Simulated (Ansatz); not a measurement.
A run of Ansatz 0.2.0:

input.yaml

```yaml
crystal:
  lattice:
    - [5.083, 0.0, 0.0]
    - [0.0, 5.083, 0.0]
    - [0.0, 0.0, 5.083]
  atoms:
    - { symbol: W, position: [0.5, 0.25, 0.0] }
    - { symbol: W, position: [0.5, 0.75, 0.0] }
    - { symbol: W, position: [0.75, 0.0, 0.5] }
    - { symbol: W, position: [0.25, 0.0, 0.5] }
    - { symbol: W, position: [0.0, 0.5, 0.75] }
    - { symbol: W, position: [0.0, 0.5, 0.25] }
    - { symbol: W, position: [0.5, 0.5, 0.5] }
    - { symbol: W, position: [0.0, 0.0, 0.0] }
hamiltonian:
  xc: pbesol
  pseudopotentials: { kind: paw_fr }
magnetization:
  noncollinear: true
  spin_orbit: true
kpoints:
  mp_grid: { grid: [5, 5, 5] }
  band_path:
    path:
      - [[0.0, 0.0, 0.0], [0.0, 0.5, 0.0], [0.5, 0.5, 0.0], [0.0, 0.0, 0.0], [0.5, 0.5, 0.5], [0.0, 0.5, 0.0]]
      - [[0.5, 0.5, 0.0], [0.5, 0.5, 0.5]]
    npoints: 10
scf:
  occupations: { method: fermi_dirac, width: 0.05 }
  n_extra_bands: 20
output:
  forces: true
  stress: true
  eigenvalues: true
  fatbands: false
```

Potentials or basis: Ansatz PAW.

Launch:

```console
$ ansatz run input.yaml --threads 4 --pin off --max-ram 11264MiB --backend cpu --events-out ev --progress --plain --runs-dir out
```

Hardware: 4 threads of Arm Neoverse V2 (shared host).

Question: Estimate the wall time of this run.

Answer: Run time: 81 s on 4 threads of Arm Neoverse V2 (shared host), peak memory 1.8 GiB. Counts: scf iterations 8, plane waves 2553, k points 10, bands 132.
